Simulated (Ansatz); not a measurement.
Trial structure of KCl, not yet relaxed:

```cif
data_structure
_symmetry_space_group_name_H-M 'P4_2/mmc'
_symmetry_Int_Tables_number 131
_cell_length_a 5.4134
_cell_length_b 5.4134
_cell_length_c 7.6557
_cell_angle_alpha 90.000
_cell_angle_beta 90.000
_cell_angle_gamma 90.000
_cell_volume 224.35
loop_
_atom_site_label
_atom_site_type_symbol
_atom_site_symmetry_multiplicity
_atom_site_Wyckoff_symbol
_atom_site_fract_x
_atom_site_fract_y
_atom_site_fract_z
_atom_site_occupancy
K1 K 2 c 0.00000 0.50000 0.00000 1
Cl1 Cl 2 f 0.50000 0.50000 0.25000 1
```

Computed with DFT PBE, scalar-relativistic, plane waves, PAW (Ansatz 0.2.0). Plane waves to 420 eV, a k mesh through Γ of 4×4×2 on the computed 4-atom cell and Gaussian smearing (0.10 eV); no spin polarisation.

Energies over the elements count from the elements' standard structures at the same level (Cl₂ as a molecule), with no fitted energy shifts.

Q: How far from equilibrium is it?

A: The pressure is -1.3 GPa (the mean over three directions, positive in compression), the largest force is 0.00 eV/Å (symmetry fixes the atoms), and the energy is −1.72 eV/atom against the elements. The shortest distance is 3.31 Å.

Q: Is it a good guess?

A: A fair one: relaxing gains about 0.12 eV/atom in 9 ionic steps and ends at −1.842 eV/atom on the finer mesh. The symmetry stays P4_2/mmc (No. 131). The volume per atom shrinks by 23.9 %, from 56.1 to 42.7 Å³. The shortest distance goes from 3.31 Å (K–Cl) to 3.07 Å (K–Cl). The ratio c/a of the conventional cell changes by a factor of 1.29. Conventional cell: a = 4.543 Å, c = 8.272 Å. K has 4 Cl at 3.07 Å; Cl is surrounded by 4 K at 3.07 Å.

The last run used a 6×6×4 mesh (in the run's order of axes) for its 4-atom cell and Gaussian smearing of 0.02 eV. The relaxation can't lower the symmetry of the start, and the grade says only how near the guess is to its own end. A later test with randomly moved atoms led to a structure 128 meV/atom lower, so this end is a saddle point or a shallow minimum.
